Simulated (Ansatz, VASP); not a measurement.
## One calculation of PbS, two programs

INCAR

```
SYSTEM = PbS
ALGO = Fast ; EDIFF = 1E-7
ENCUT = 520 ; GGA = PE
ISIF = 2 ; ISMEAR = 0
LASPH = .TRUE. ; LCHARG = .FALSE.
LREAL = .FALSE. ; LWAVE = .FALSE.
NBANDS = 28 ; NELM = 80
PREC = Accurate ; SIGMA = 0.02
```

File KPOINTS:

```
k-points
0
G
  4 6 6
  0 0 0
```

The input POSCAR:

```
PbS
1.0
   10.5175661338      0.0000000000      0.0000000000
    0.0000000000      3.0114953988      2.8674154847
    0.0000000000     -3.0114953988      2.8674154847
Pb S
2 2
Direct
    0.6224531812      0.2606224124      0.7606224124
    0.3775468188      0.7606224124      0.2606224124
    0.6129133954      0.7603775876      0.2603775876
    0.3870866046      0.2603775876      0.7603775876
```

Input for Ansatz:

```yaml
crystal:
  lattice:
    - [10.5175661338, 0.0, 0.0]
    - [0.0, 3.0114953988, 2.8674154847]
    - [0.0, -3.0114953988, 2.8674154847]
  atoms:
    - { symbol: Pb, position: [0.6224531812, 0.2606224124, 0.7606224124] }
    - { symbol: Pb, position: [0.3775468188, 0.7606224124, 0.2606224124] }
    - { symbol: S, position: [0.6129133954, 0.7603775876, 0.2603775876] }
    - { symbol: S, position: [0.3870866046, 0.2603775876, 0.7603775876] }
basis:
  ecutwfc: 420
kpoints:
  mp_grid: { grid: [4, 6, 6] }
hamiltonian:
  xc: pbe
scf:
  occupations: { method: gaussian, width: 0.02 }
output:
  forces: true
  stress: true
  eigenvalues: true
```

Alike in both runs: task single point; functional PBE; k mesh 4 × 6 × 6; occupations gaussian, width 0.02 eV; no spin polarisation.

|  | VASP | Ansatz |
| --- | --- | --- |
| version | VASP 6.6.1 | Ansatz 0.2.0 |
| potentials or method | VASP PAW PBE potentials, release 64 (Pb_d, S) | scalar-relativistic, plane waves, PAW |
| plane-wave cutoff (eV) | 520 | 420 |
| valence electrons in the cell | 40 | 40 |

```csv
,VASP,Ansatz,Ansatz less VASP
gap on the k mesh at the Fermi level (eV),2.12,2.11,-0.003
least direct gap on the mesh (eV),2.12,2.11,-0.003
rms of the force components (eV/Å),0.974,0.981,+0.0063
```

Atom by atom the forces differ by 0.007 eV/Å (rms over components).

Caveats: spin-orbit coupling is left out, which as a rule narrows the gap of such compounds by several tenths of an eV.
